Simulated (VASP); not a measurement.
# Sb in VASP: reference runs

How does Sb come out in PBE? The cell is run as given.

Everything below comes from runs of VASP 6.6.1. Logs are shortened: lines on timing, memory, paths and dates and some standing lists are left out, and cuts for length are marked.

### 1 Starting point

The cell holds a sheet with vacuum, 2 atoms: a = 3.133 Å, b = 3.133 Å, c = 31.360 Å, α = 90.00°, β = 90.00°, γ = 90.00°.

The cell was built by a generator and needn't be a form met in nature.

### 2 Single point, PBE

Contents of INCAR:

```
ALGO     = Normal         # electronic algorithm
DIPOL    = 0.5 0.5 0.287
EDIFF    = 1E-7           # SCF threshold, eV
ENCUT    = 520            # plane-wave cutoff, eV
GGA      = PE             # functional
IDIPOL   = 3            
ISIF     = 2              # what is computed and relaxed
ISMEAR   = -1             # smearing method
LASPH    = True           # aspherical terms in the spheres
LCHARG   = False          # write CHGCAR
LDIPOL   = True         
LREAL    = False          # projectors in reciprocal space
LWAVE    = False          # write WAVECAR
NBANDS   = 12             # bands
NELM     = 60             # most SCF steps
PREC     = Accurate       # precision mode
SIGMA    = 0.05           # smearing width, eV
```

Contents of KPOINTS:

```
k-points
0
Gamma
  9 9 1
```

Contents of POSCAR:

```
Sb
1.0
    3.1333400000      0.0000000000      0.0000000000
    0.0000000000      3.1333400000      0.0000000000
    0.0000000000      0.0000000000     31.3600000000
Sb
2
Direct
    0.0000000000      0.0000000000      0.2420100000
    0.0000000000      0.0000000000      0.3319700000
```

Potentials or basis: VASP PAW PBE potentials, release 64 (Sb).

Launch:

```bash
$ cat potpaw_PBE.64/Sb/POTCAR > POTCAR
$ mpirun -np 1 vasp_std > vasp.out
```

OUTCAR:

```text
EDIFF = 1E-7
   ENCUT = 520
   GGA = PE
   ISIF = 2
   ISMEAR = -1
   LASPH = True
   LREAL = False
   NELM = 60
   PREC = Accurate

 ion  position               nearest neighbor table
   1  0.000  0.000  0.242-   2 2.82
   2  0.000  0.000  0.332-   1 2.82

  LATTYP: Found a simple tetragonal cell.
 ALAT       =     3.1333400000
 C/A-ratio  =    10.0084893436

  Lattice vectors:

 A1 = (   3.1333400000,   0.0000000000,   0.0000000000)
 A2 = (   0.0000000000,   3.1333400000,   0.0000000000)
 A3 = (   0.0000000000,   0.0000000000,  31.3600000000)

Analysis of symmetry for initial positions (statically):
=====================================================================
 Subroutine PRICEL returns:
 Original cell was already a primitive cell.

 Routine SETGRP: Setting up the symmetry group for a
 simple tetragonal supercell.

 Subroutine GETGRP returns: Found 16 space group operations
 (whereof  8 operations were pure point group operations)
 out of a pool of 16 trial point group operations.

The static configuration has the point symmetry C_4v.
 The point group associated with its full space group is D_4h.

Analysis of symmetry for dynamics (positions and initial velocities):
=====================================================================
 Subroutine PRICEL returns:
 Original cell was already a primitive cell.

 Routine SETGRP: Setting up the symmetry group for a
 simple tetragonal supercell.

 Subroutine GETGRP returns: Found 16 space group operations
 (whereof  8 operations were pure point group operations)
 out of a pool of 16 trial point group operations.

The dynamic configuration has the point symmetry C_4v.
 The point group associated with its full space group is D_4h.

 Subroutine INISYM returns: Found 16 space group operations
 (whereof  8 operations are pure point group operations),
 and found     1 'primitive' translations

----------------------------------------------------------------------------------------

                                     Primitive cell

  volume of cell :     307.8868

  direct lattice vectors                    reciprocal lattice vectors
     3.133340000  0.000000000  0.000000000     0.319148257  0.000000000  0.000000000
     0.000000000  3.133340000  0.000000000     0.000000000  0.319148257  0.000000000
     0.000000000  0.000000000 31.360000000     0.000000000  0.000000000  0.031887755

  length of vectors
     3.133340000  3.133340000 31.360000000     0.319148257  0.319148257  0.031887755

  position of ions in fractional coordinates (direct lattice)
     0.000000000  0.000000000  0.242010000
     0.000000000  0.000000000  0.331970000

  ion indices of the primitive-cell ions
   primitive index   ion index
                 1           1
                 2           2

----------------------------------------------------------------------------------------

 KPOINTS: k-points

Automatic generation of k-mesh.
 Grid dimensions read from file:
 generate k-points for:    9    9    1

 Generating k-lattice:

  Cartesian coordinates                     Fractional coordinates (reciprocal lattice)
     0.035460917  0.000000000  0.000000000     0.111111111  0.000000000  0.000000000
     0.000000000  0.035460917  0.000000000     0.000000000  0.111111111  0.000000000
     0.000000000  0.000000000  0.031887755     0.000000000  0.000000000  1.000000000

  Length of vectors
     0.035460917  0.035460917  0.031887755

  Shift w.r.t. Gamma in fractional coordinates (k-lattice)
     0.000000000  0.000000000  0.000000000

 Subroutine IBZKPT returns following result:
 ===========================================

 Found     15 irreducible k-points:

 Following reciprocal coordinates:
            Coordinates               Weight
  0.000000  0.000000  0.000000      1.000000
  0.111111  0.000000  0.000000      4.000000
  0.222222  0.000000  0.000000      4.000000
  0.333333  0.000000  0.000000      4.000000
  0.444444  0.000000  0.000000      4.000000
  0.111111  0.111111  0.000000      4.000000
  0.222222  0.111111  0.000000      8.000000
  0.333333  0.111111  0.000000      8.000000
  0.444444  0.111111  0.000000      8.000000
  0.222222  0.222222  0.000000      4.000000
  0.333333  0.222222  0.000000      8.000000
  0.444444  0.222222  0.000000      8.000000
  0.333333  0.333333  0.000000      4.000000
  0.444444  0.333333  0.000000      8.000000
  0.444444  0.444444  0.000000      4.000000
   k-points           NKPTS =     15   k-points in BZ     NKDIM =     15   number of bands    NBANDS=     12
   number of dos      NEDOS =    301   number of ions     NIONS =      2
   total plane-waves  NPLWV = 138240
   dimension x,y,z NGX =    24 NGY =   24 NGZ =  240
   dimension x,y,z NGXF=    48 NGYF=   48 NGZF=  480
   ions per type =               2
   NGX,Y,Z   is equivalent  to a cutoff of  12.73, 12.73, 12.72 a.u.
   NGXF,Y,Z  is equivalent  to a cutoff of  25.47, 25.47, 25.45 a.u.
 SYSTEM =  unknown system
   PREC   = accura    normal or accurate (medium, high low for compatibility)
   ISTART =      0    job   : 0-new  1-cont  2-samecut
   ICHARG =      2    charge: 1-file 2-atom 10-const
   ISPIN  =      1    spin polarized calculation?
   LNONCOLLINEAR =      F non collinear calculations
   LSORBIT =      F    spin-orbit coupling
   LASPH  =      T    aspherical Exc in radial PAW
   ENCUT  =  520.0 eV  38.22 Ry    6.18 a.u.   5.83  5.83 58.31*2*pi/ulx,y,z
   NELM   =     60;   NELMIN=  2; NELMDL= -5     # of ELM steps
   EDIFF  = 0.1E-06   stopping-criterion for ELM
   LREAL  =      F    real-space projection
   EDIFFG = 0.1E-05   stopping-criterion for IOM
   NSW    =      0    number of steps for IOM
   IBRION =     -1    ionic relax: 0-MD 1-quasi-New 2-CG
   NFREE  =      0    steps in history (QN), initial steepest desc. (CG)
   ISIF   =      2    stress and relaxation
   ISYM   =      2    0-nonsym 1-usesym 2-fastsym
   POTIM  = 0.5000    time-step for ionic-motion
   TEBEG  =    0.0;   TEEND  =   0.0 temperature during run
   PSTRESS=    0.0 pullay stress
   NELECT =      10.0000    total number of electrons
   NUPDOWN=      -1.0000    fix difference up-down
   EMIN   =  10.00;   EMAX   =-10.00  energy-range for DOS
   EFERMI =   0.00;   METHOD = LEGACY
   ISMEAR =    -1;   SIGMA  =   0.05  broadening in eV -4-tet -1-fermi 0-gaus
   EFERMI_NEDOS =   21; number of points for ismear=-14 and -15
   IALGO  =     38    algorithm
   IMIX   =      4    mixing-type and parameters
     AMIX     =   0.40;   BMIX     =  1.00
     AMIX_MAG =   1.60;   BMIX_MAG =  1.00
  volume/ion in A,a.u.               =     153.94      1038.86
  Fermi-wavevector in a.u.,A,eV,Ry     =   0.522329  0.987059  3.712050  0.272828
  Thomas-Fermi vector in A             =   1.541083
   LORBIT       =      0    0 simple, 1 ext, 2 COOP (PROOUT), +10 PAW based schemes
   GGA     = PE    functional components
   LHFCALC =     F    Hartree Fock is set to
   AEXX    =    0.0000 exact exchange contribution
   IVDW    =     0    specifies the selected vdW correction
   LEPSILON=     F    determine dielectric tensor
   LRPA    =     F    only Hartree local field effects (RPA)
 non-spin polarized calculation
  energy-cutoff  :      520.00
  volume of cell :      307.89
 maximum number of plane-waves:      8352
 NGX is ok and might be reduce to    24
   NGX = 11   NGY = 11   NGZ =117

 dipolmoment           0.000000      0.000000     -0.000046 electrons x Angstroem

 number of electron      10.0000000 magnetization

 dipolmoment           0.000000      0.000000      0.000000 electrons x Angstroem

 Free energy of the ion-electron system (eV)
  ---------------------------------------------------
  ext. energy  EPLUGINS =         0.00000000
  ---------------------------------------------------
  free energy    TOTEN  =        -7.96019886 eV

  energy without entropy =       -7.94730361  energy(sigma->0) =       -7.95375124

 E-fermi :  -1.5760     XC(G=0):  -2.2458

 val. band max:       -1.5791306183   @ k =   0.4444   0.3333   0.0000
 cond. band min:      -1.5439229013   @ k =   0.0000   0.0000   0.0000
 fundamental gap:      0.0352077171
 Fermi energy:        -1.5759663394

 k-point     1 :       0.0000    0.0000    0.0000
  band No.  band energies     occupation
      1     -13.8629      2.00000
      2     -11.8738      2.00000
      3      -5.7801      2.00000
      4      -1.5439      0.69010
      5       1.5455      0.00000
      6       1.5455      0.00000
      7       1.5979      0.00000
      8       2.0786      0.00000
      9       2.1973      0.00000
     10       2.6732      0.00000
     11       2.8864      0.00000
     12       3.1648      0.00000

 k-point     2 :       0.1111    0.0000    0.0000
  band No.  band energies     occupation
      1     -13.6914      2.00000
      2     -11.6982      2.00000
      3      -5.6156      2.00000
      4      -1.3669      0.03009
      5      -0.2451      0.00000
      6       1.4375      0.00000
      7       1.7126      0.00000
      8       1.7810      0.00000
      9       2.2694      0.00000
     10       2.3860      0.00000
     11       2.8624      0.00000
     12       3.0732      0.00000

 k-point     3 :       0.2222    0.0000    0.0000
  band No.  band energies     occupation
      1     -13.1925      2.00000
      2     -11.1833      2.00000
      3      -5.1545      2.00000
      4      -2.8737      2.00000
      5      -1.2185      0.00157
      6      -0.8249      0.00000
      7       2.1800      0.00000
      8       2.3153      0.00000
      9       2.8233      0.00000
     10       2.9504      0.00000
     11       3.4194      0.00000
     12       3.6246      0.00000

 k-point     4 :       0.3333    0.0000    0.0000
  band No.  band energies     occupation
      1     -12.4414      2.00000
      2     -10.3908      2.00000
      3      -5.2655      2.00000
      4      -4.3919      2.00000
      5      -3.5536      2.00000
      6      -0.0524      0.00000
      7       2.8231      0.00000
      8       2.8417      0.00000
      9       3.6315      0.00000
     10       3.7119      0.00000
     11       3.9205      0.00000
     12       4.3166      0.00000

 k-point     5 :       0.4444    0.0000    0.0000
  band No.  band energies     occupation
      1     -11.7224      2.00000
      2      -9.5930      2.00000
      3      -6.7418      2.00000
      4      -5.1595      2.00000
      5      -3.8447      2.00000
      6       0.7432      0.00000
      7       1.8759      0.00000
      8       3.3512      0.00000
      9       4.2453      0.00000
     10       4.6381      0.00000
     11       5.0325      0.00000
     12       5.2206      0.00000
[... 93 lines left out ...]
      1     -11.0406      2.00000
      2      -8.8847      2.00000
      3      -6.1133      2.00000
      4      -4.5350      2.00000
      5      -3.2481      2.00000
      6      -0.8741      0.00000
      7       0.7459      0.00000
      8       1.5464      0.00000
      9       2.5343      0.00000
     10       4.3855      0.00000
     11       4.8771      0.00000
     12       5.3931      0.00000

 k-point    13 :       0.3333    0.3333    0.0000
  band No.  band energies     occupation
      1     -11.0038      2.00000
      2      -8.8842      2.00000
      3      -4.0661      2.00000
      4      -3.8862      2.00000
      5      -2.9349      2.00000
      6      -2.5269      2.00000
      7      -1.8857      1.99593
      8       1.4426      0.00000
      9       3.6455      0.00000
     10       4.0300      0.00000
     11       5.0445      0.00000
     12       5.2205      0.00000

 k-point    14 :       0.4444    0.3333    0.0000
  band No.  band energies     occupation
      1     -10.2643      2.00000
      2      -8.0502      2.00000
      3      -5.4527      2.00000
      4      -3.8855      2.00000
      5      -3.3901      2.00000
      6      -2.4124      2.00000
      7      -1.5791      1.03163
      8       2.2354      0.00000
      9       2.3700      0.00000
     10       3.3299      0.00000
     11       4.0472      0.00000
     12       5.4458      0.00000

 k-point    15 :       0.4444    0.4444    0.0000
  band No.  band energies     occupation
      1      -9.4973      2.00000
      2      -7.1577      2.00000
      3      -4.9174      2.00000
      4      -4.8361      2.00000
      5      -3.3984      2.00000
      6      -3.2194      2.00000
      7      -1.9565      1.99901
      8       1.1170      0.00000
      9       2.8293      0.00000
     10       3.0064      0.00000
     11       4.1417      0.00000
     12       4.4011      0.00000

------------------------ aborting loop because EDIFF is reached ----------------------------------------

 vacuum level on the upper side and lower side of the slab       (xc-potential included)        -0.008        -0.008

  FORCE on cell =-STRESS in cart. coord.  units (eV):
  Direction    XX          YY          ZZ          XY          YZ          ZX
  --------------------------------------------------------------------------------------
  -------------------------------------------------------------------------------------
  Total        0.7386580      0.7386580      0.1471581      0.0000000     -0.0000000      0.0000000
  in kB        3.8438184      3.8438184      0.7657795      0.0000000     -0.0000000      0.0000000
  external PRESSURE =       2.8178054 kB  Pullay stress =       0.0000000 kB

 VOLUME and BASIS-vectors are now :
 -----------------------------------------------------------------------------
  energy-cutoff  :      520.00
  volume of cell :      307.89
      direct lattice vectors                 reciprocal lattice vectors
     3.133340000  0.000000000  0.000000000     0.319148257  0.000000000  0.000000000
     0.000000000  3.133340000  0.000000000     0.000000000  0.319148257  0.000000000
     0.000000000  0.000000000 31.360000000     0.000000000  0.000000000  0.031887755

 POSITION                                       TOTAL-FORCE (eV/Angst)
 -----------------------------------------------------------------------------------
      0.00000      0.00000      7.58943         0.000000      0.000000     -0.052961
      0.00000      0.00000     10.41058        -0.000000      0.000000      0.052961
 -----------------------------------------------------------------------------------
    total drift:                                0.000000      0.000000      0.000002

  FREE ENERGIE OF THE ION-ELECTRON SYSTEM (eV)
  ---------------------------------------------------
  free  energy   TOTEN  =        -7.9601988613 eV

  energy  without entropy=       -7.9473036089  energy(sigma->0) =       -7.95375124

 vacuum level on the upper side and lower side of the slab         2.111         2.112
```

Wall time 88 s (1 thread of Intel Xeon 6975P-C (Granite Rapids), shared host); peak memory 0.36 GiB.

Results:

```yaml
Free_energy: -7.9602 eV
Largest_force: 0.053 eV/Å
Band_gap_on_the_k_mesh: none (metal or under the smearing width)
```

Forces on the atoms (eV/Å):
```
Sb   0.000  0.000 -0.053
Sb   0.000  0.000  0.053
```

Spin-orbit coupling is left out, which matters for the levels of Sb.
